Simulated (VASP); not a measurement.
# Te (C2/m) in VASP: a series of runs

The runs below take Te through single point, with PBE.

Program: VASP 6.6.1. These are calculated values, not measurements. Logs are shortened: lines on timing, memory, paths and dates and some standing lists are left out, and cuts for length are marked.

### 1 Starting point

Symmetry: C2/m, No. 12, monoclinic system. Conventional cell: a = 7.641 Å, b = 4.296 Å, c = 5.977 Å, α = 90.00°, β = 90.90°, γ = 90.00°. Te (site symmetry 2/m) is surrounded by 6 Te at 3.09 to 3.31 Å. Te (site symmetry m) is surrounded by 6 Te at 3.03 to 3.47 Å.

This isn't the form of Te at room conditions, which is trigonal, of chains.

### 2 Single point, PBE

INCAR

```
ADDGRID = F
ALGO = Normal
EDIFF = 1E-6
ENCUT = 400
GGA = PE
ISIF = 2
ISMEAR = 0
LASPH = T
LCHARG = F
LREAL = F
LWAVE = F
NBANDS = 16
NELM = 100
PREC = Accurate
SIGMA = 0.05
```

KPOINTS

```
k-points
0
Gamma
  3 3 2
```

POSCAR

```
Te
1.0
    3.8202894285     -2.1482026000      0.0000000000
    3.8202894285      2.1482026000      0.0000000000
   -0.0942908673      0.0000000000      5.9760906531
Te
3
Direct
    0.0000000000      0.0000000000      0.0000000000
    0.3094466100      0.3094466100      0.3388094900
    0.6905533900      0.6905533900      0.6611905100
```

Potentials or basis: VASP PAW PBE potentials, release 64 (Te).

Run with:

```
$ cat potpaw_PBE.64/Te/POTCAR > POTCAR
$ mpirun -np 1 vasp_std > vasp.out
```

OUTCAR:

```text
EDIFF = 1E-6
   ENCUT = 400
   GGA = PE
   ISIF = 2
   ISMEAR = 0
   LASPH = T
   LREAL = F
   NELM = 100
   PREC = Accurate

 Found      8 irreducible k-points:

 Following reciprocal coordinates:
            Coordinates               Weight
  0.000000  0.000000  0.000000      1.000000
  0.333333 -0.000000 -0.000000      4.000000
  0.333333  0.333333  0.000000      2.000000
 -0.333333  0.333333  0.000000      2.000000
  0.000000  0.000000  0.500000      1.000000
  0.333333 -0.000000  0.500000      4.000000
   k-points           NKPTS =      8   k-points in BZ     NKDIM =      8   number of bands    NBANDS=     16
   number of dos      NEDOS =    301   number of ions     NIONS =      3
   total plane-waves  NPLWV =  36000
   dimension x,y,z NGX =    30 NGY =   30 NGZ =   40
   dimension x,y,z NGXF=    60 NGYF=   60 NGZF=   80
   ions per type =               3
   NGX,Y,Z   is equivalent  to a cutoff of  11.38, 11.38, 11.13 a.u.
   NGXF,Y,Z  is equivalent  to a cutoff of  22.76, 22.76, 22.25 a.u.
 SYSTEM =  unknown system
   PREC   = accura    normal or accurate (medium, high low for compatibility)
   ISTART =      0    job   : 0-new  1-cont  2-samecut
   ICHARG =      2    charge: 1-file 2-atom 10-const
   ISPIN  =      1    spin polarized calculation?
   LNONCOLLINEAR =      F non collinear calculations
   LSORBIT =      F    spin-orbit coupling
   LASPH  =      T    aspherical Exc in radial PAW
   ENCUT  =  400.0 eV  29.40 Ry    5.42 a.u.   7.15  7.15  9.75*2*pi/ulx,y,z
   NELM   =    100;   NELMIN=  2; NELMDL= -5     # of ELM steps
   EDIFF  = 0.1E-05   stopping-criterion for ELM
   LREAL  =      F    real-space projection
   EDIFFG = 0.1E-04   stopping-criterion for IOM
   NSW    =      0    number of steps for IOM
   IBRION =     -1    ionic relax: 0-MD 1-quasi-New 2-CG
   NFREE  =      0    steps in history (QN), initial steepest desc. (CG)
   ISIF   =      2    stress and relaxation
   ISYM   =      2    0-nonsym 1-usesym 2-fastsym
   POTIM  = 0.5000    time-step for ionic-motion
   TEBEG  =    0.0;   TEEND  =   0.0 temperature during run
   PSTRESS=    0.0 pullay stress
   NELECT =      18.0000    total number of electrons
   NUPDOWN=      -1.0000    fix difference up-down
   EMIN   =  10.00;   EMAX   =-10.00  energy-range for DOS
   EFERMI =   0.00;   METHOD = LEGACY
   ISMEAR =     0;   SIGMA  =   0.05  broadening in eV -4-tet -1-fermi 0-gaus
   EFERMI_NEDOS =   21; number of points for ismear=-14 and -15
   IALGO  =     38    algorithm
   IMIX   =      4    mixing-type and parameters
     AMIX     =   0.40;   BMIX     =  1.00
     AMIX_MAG =   1.60;   BMIX_MAG =  1.00
  volume/ion in A,a.u.               =      32.70       220.64
  Fermi-wavevector in a.u.,A,eV,Ry     =   0.930307  1.758025 11.775440  0.865470
  Thomas-Fermi vector in A             =   2.056681
   LORBIT       =      0    0 simple, 1 ext, 2 COOP (PROOUT), +10 PAW based schemes
   GGA     = PE    functional components
   LHFCALC =     F    Hartree Fock is set to
   AEXX    =    0.0000 exact exchange contribution
   IVDW    =     0    specifies the selected vdW correction
   LEPSILON=     F    determine dielectric tensor
   LRPA    =     F    only Hartree local field effects (RPA)
 non-spin polarized calculation
 Gauss-broadening in eV      SIGMA  =   0.05
  energy-cutoff  :      400.00
  volume of cell :       98.09
 maximum number of plane-waves:      1799
 NGX is ok and might be reduce to    30
   NGX = 15   NGY = 15   NGZ = 19

 number of electron      18.0000002 magnetization

 Free energy of the ion-electron system (eV)
  ---------------------------------------------------
  ext. energy  EPLUGINS =         0.00000000
  ---------------------------------------------------
  free energy    TOTEN  =        -8.95684687 eV

  energy without entropy =       -8.95684638  energy(sigma->0) =       -8.95684663

 E-fermi :   6.4998     XC(G=0):  -9.2701

 val. band max:        6.3463322989   @ k =   0.0000   0.0000   0.5000
 cond. band min:       6.6523476904   @ k =   0.0000   0.0000   0.5000
 fundamental gap:      0.3060153916
 Fermi energy:         6.4998109641

 k-point     1 :       0.0000    0.0000    0.0000
  band No.  band energies     occupation
      1      -7.2063      2.00000
      2      -4.0074      2.00000
      3      -3.8798      2.00000
      4       3.7138      2.00000
      5       3.7815      2.00000
      6       4.2431      2.00000
      7       4.4704      2.00000
      8       4.7966      2.00000
      9       5.0313      2.00000
     10       7.4300      0.00000
     11       7.4618      0.00000
     12       8.0273      0.00000
     13      11.2069      0.00000
     14      11.6262      0.00000
     15      12.5677      0.00000
     16      12.5753      0.00000

 k-point     2 :       0.3333   -0.0000   -0.0000
  band No.  band energies     occupation
      1      -6.3175      2.00000
      2      -4.4224      2.00000
      3      -3.7348      2.00000
      4       1.5243      2.00000
      5       2.0927      2.00000
      6       2.6874      2.00000
      7       3.9382      2.00000
      8       5.7290      2.00000
      9       5.8879      2.00000
     10       6.7899      0.00000
     11       7.0652      0.00000
     12       9.0564      0.00000
     13       9.3168      0.00000
     14      12.5853      0.00000
     15      13.5215      0.00000
     16      14.5750      0.00000

 k-point     3 :       0.3333    0.3333    0.0000
  band No.  band energies     occupation
      1      -6.4092      2.00000
      2      -4.3587      2.00000
      3      -3.7556      2.00000
      4       1.4550      2.00000
      5       2.1942      2.00000
      6       2.7137      2.00000
      7       3.8806      2.00000
      8       5.9488      2.00000
      9       6.2294      2.00000
     10       6.7619      0.00000
     11       6.9576      0.00000
     12       9.0740      0.00000
     13       9.3462      0.00000
     14      12.6093      0.00000
     15      13.6387      0.00000
     16      15.0186      0.00000

 k-point     4 :      -0.3333    0.3333    0.0000
  band No.  band energies     occupation
      1      -5.2644      2.00000
      2      -4.8743      2.00000
      3      -4.2954      2.00000
      4       2.1729      2.00000
      5       2.3570      2.00000
      6       2.8248      2.00000
      7       2.8254      2.00000
      8       3.2378      2.00000
      9       3.4195      2.00000
     10       9.3458      0.00000
     11       9.3542      0.00000
     12       9.5651      0.00000
     13      11.6743      0.00000
     14      11.8651      0.00000
     15      11.9896      0.00000
     16      15.1588      0.00000

 k-point     5 :       0.0000    0.0000    0.5000
  band No.  band energies     occupation
      1      -6.5071      2.00000
      2      -6.1375      2.00000
      3      -1.8771      2.00000
      4       2.6990      2.00000
      5       3.7790      2.00000
      6       3.8295      2.00000
      7       5.2495      2.00000
      8       5.6612      2.00000
      9       6.1360      2.00000
     10       6.3458      1.99999
     11       6.3463      1.99999
     12       6.6523      0.00002
     13      10.2526      0.00000
     14      11.4049      0.00000
     15      11.5213      0.00000
     16      13.6283      0.00000

 k-point     6 :       0.3333   -0.0000    0.5000
  band No.  band energies     occupation
      1      -5.7756      2.00000
      2      -5.4569      2.00000
      3      -3.3297      2.00000
      4       1.2964      2.00000
      5       2.8108      2.00000
      6       3.2796      2.00000
      7       3.9276      2.00000
      8       4.0861      2.00000
      9       5.0658      2.00000
     10       8.1316      0.00000
     11       8.1589      0.00000
     12       8.7873      0.00000
     13      10.4603      0.00000
     14      12.0420      0.00000
     15      13.0803      0.00000
     16      13.8212      0.00000

 [... further k-points ...]

------------------------ aborting loop because EDIFF is reached ----------------------------------------

  FORCE on cell =-STRESS in cart. coord.  units (eV):
  Direction    XX          YY          ZZ          XY          YZ          ZX
  --------------------------------------------------------------------------------------
  -------------------------------------------------------------------------------------
  Total        1.2278945      2.5086730     -1.1705606      0.0000000      0.0000000     -0.5664490
  in kB       20.0563986     40.9766033    -19.1199086      0.0000000      0.0000000     -9.2523649
  external PRESSURE =      13.9710311 kB  Pullay stress =       0.0000000 kB

 VOLUME and BASIS-vectors are now :
 -----------------------------------------------------------------------------
  energy-cutoff  :      400.00
  volume of cell :       98.09
      direct lattice vectors                 reciprocal lattice vectors
     3.820289429 -2.148202600  0.000000000     0.130880136 -0.232752721  0.002065029
     3.820289429  2.148202600  0.000000000     0.130880136  0.232752721  0.002065029
    -0.094290867  0.000000000  5.976090653     0.000000000  0.000000000  0.167333472

 POSITION                                       TOTAL-FORCE (eV/Angst)
 -----------------------------------------------------------------------------------
      0.00000      0.00000      0.00000        -0.000000      0.000000      0.000000
      2.33240      0.00000      2.02476        -0.282870      0.000000      0.199694
      5.21388      0.00000      3.95133         0.282870      0.000000     -0.199694
 -----------------------------------------------------------------------------------
    total drift:                               -0.000000     -0.000000     -0.000000

  FREE ENERGIE OF THE ION-ELECTRON SYSTEM (eV)
  ---------------------------------------------------
  free  energy   TOTEN  =        -8.9568468740 eV

  energy  without entropy=       -8.9568463773  energy(sigma->0) =       -8.95684663
```

Wall time 8.6 s (1 thread of AMD EPYC 7R13 (Zen 3), shared host); peak memory 0.14 GiB.

These settings aren't checked as converged: the numbers below hold their error.

What came out:

| Property | Result |
| --- | --- |
| Free energy | -8.9568 eV |
| Pressure | 1.4 GPa |
| Largest force | 0.346 eV/Å |
| Band gap on the k mesh | none (metal or under the smearing width) |

Caveat: the k mesh is coarse (spacing up to 0.56 Å⁻¹), so the values aren't converged.

### 3 Single point, PBE

INCAR is that of step 2.

KPOINTS is that of step 2.

POSCAR

```
Te
1.0
    3.8202894285     -2.1482026000      0.0000000000
    3.8202894285      2.1482026000      0.0000000000
   -0.0942908673      0.0000000000      5.9760906531
Te
3
Direct
    0.0053760000      0.0030970000      0.0153300000
    0.3128830000      0.3144850000      0.3485460000
    0.7243610000      0.6723340000      0.6509690000
```

Potentials or basis: VASP PAW PBE potentials, release 64 (Te).

Run with:

```
$ cat potpaw_PBE.64/Te/POTCAR > POTCAR
$ mpirun -np 1 vasp_std > vasp.out
```

Run time: 9.7 s. Hardware: 1 thread of AMD EPYC 7R13 (Zen 3), shared host; peak memory 0.14 GiB.

These settings aren't checked as converged: the numbers below hold their error.

What came out:

* Free energy: -8.9867 eV
* Pressure: 1.8 GPa
* Largest force: 0.363 eV/Å
* Band gap on the k mesh: none (metal or under the smearing width)

Caveat: the k mesh is coarse (spacing up to 0.56 Å⁻¹), so the values aren't converged.

### 4 Single point, PBE

Changes to INCAR since step 3:

```diff
@@ -3,3 +3,3 @@
 EDIFF = 1E-6
-ENCUT = 400
+ENCUT = 460
 GGA = PE
```

KPOINTS is that of step 3.

POSCAR

```
Te
1.0
    3.8202894285     -2.1482026000      0.0000000000
    3.8202894285      2.1482026000      0.0000000000
   -0.0942908673      0.0000000000      5.9760906531
Te
3
Direct
    0.0000000000      0.0000000000      0.0000000000
    0.3094466100      0.3094466100      0.3388094900
    0.6905533900      0.6905533900      0.6611905100
```

Run with:

```
$ cat potpaw_PBE.64/Te/POTCAR > POTCAR
$ mpirun -np 1 vasp_std > vasp.out
```

It took 8.7 s on 1 thread of AMD EPYC 7R13 (Zen 3), shared host; peak memory 0.16 GiB.

These settings aren't checked as converged: the numbers below hold their error.

Results:

```yaml
Free_energy: -8.9569 eV
Pressure: 1.4 GPa
Largest_force: 0.346 eV/Å
Band_gap_on_the_k_mesh: none (metal or under the smearing width)
```

Caveat: the k mesh is coarse (spacing up to 0.56 Å⁻¹), so the values aren't converged.

(Continued in part 2 of 2.)
